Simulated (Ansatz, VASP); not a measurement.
NiO: VASP beside Ansatz

File INCAR:

```
  ALGO = Normal
  EDIFF = 1E-7
  ENCUT = 520
  GGA = PE
  ISIF = 2
  ISMEAR = -1
  ISPIN = 2
  LASPH = T
  LCHARG = F
  LMAXMIX = 4
  LORBIT = 11
  LREAL = F
  LWAVE = F
  MAGMOM = 1 0
  NBANDS = 19
  NELM = 120
  PREC = Accurate
  SIGMA = 0.05
```

File KPOINTS:

```
k-points
0
Gamma
  10 10 10
```

The input POSCAR:

```
NiO
1.0
    0.0000000000      2.2406300000      2.2406300000
    2.2406300000      0.0000000000      2.2406300000
    2.2406300000      2.2406300000      0.0000000000
Ni O
1 1
Direct
    0.0053970000      0.0005760000     -0.0034920000
    0.7512850000      0.7300490000      0.7561730000
```

The input input.yaml:

```yaml
crystal:
  lattice:
    - [0.0, 2.24063, 2.24063]
    - [2.24063, 0.0, 2.24063]
    - [2.24063, 2.24063, 0.0]
  atoms:
    - { symbol: Ni, position: [0.005397, 0.000576, -0.003492], spin: 1.0 }
    - { symbol: O, position: [0.751285, 0.730049, 0.756173] }
hamiltonian:
  xc: pbe
  pseudopotentials: { kind: paw }
magnetization:
  spin_polarized: true
kpoints:
  mp_grid: { grid: [10, 10, 10] }
scf:
  occupations: { method: fermi_dirac, width: 0.05 }
output:
  forces: true
  stress: true
  eigenvalues: true
```

Change from the starting cell: atoms moved at random, drawn with an rms of 0.05 Å.

Alike in both runs: task single point; functional PBE; k mesh 10 × 10 × 10; occupations fermi-dirac, width 0.05 eV; collinear spin, ferromagnetic start.

```csv
,VASP,Ansatz
version,VASP 6.6.1,Ansatz 0.2.0
potentials or method,"VASP PAW PBE potentials, release 64 (Ni, O)",Ansatz PAW
plane-wave cutoff (eV),520,420
valence electrons in the cell,16,24
```

VASP gave:

| Item | Value |
| --- | --- |
| gap on the k mesh at the Fermi level (eV) | none |
| pressure (GPa) | 0.5 |
| largest component of the traceless stress (GPa) | 2.94 |
| rms of the force components (eV/Å) | 0.279 |
| net moment per atom (μB) | 0.95 |
| size of the moment on the site where the two differ most (μB) | 1.49 |

Task: Estimate Ansatz's values.

Result: gap on the k mesh at the Fermi level (eV): none; pressure (GPa): 0.4; largest component of the traceless stress (GPa): 2.90; rms of the force components (eV/Å): 0.277; net moment per atom (μB): 0.96; size of the moment on the site where the two differ most (μB): 1.44.

Site moments also hang on the region over which each program counts them. Atom by atom the forces differ by 0.003 eV/Å (rms over components). A gap of «none» marks a metal or a gap that the smearing closes. The two sets of potentials don't hold the same shells in valence.

Caveats: a cell with one magnetic atom can't hold antiferromagnetic order, which such compounds often take; semilocal functionals often make such compounds metallic where correlation or magnetic order opens a gap, which also shifts bond lengths; the pressure holds a Pulay correction of +0.6 GPa for the finite cutoff (Ansatz).
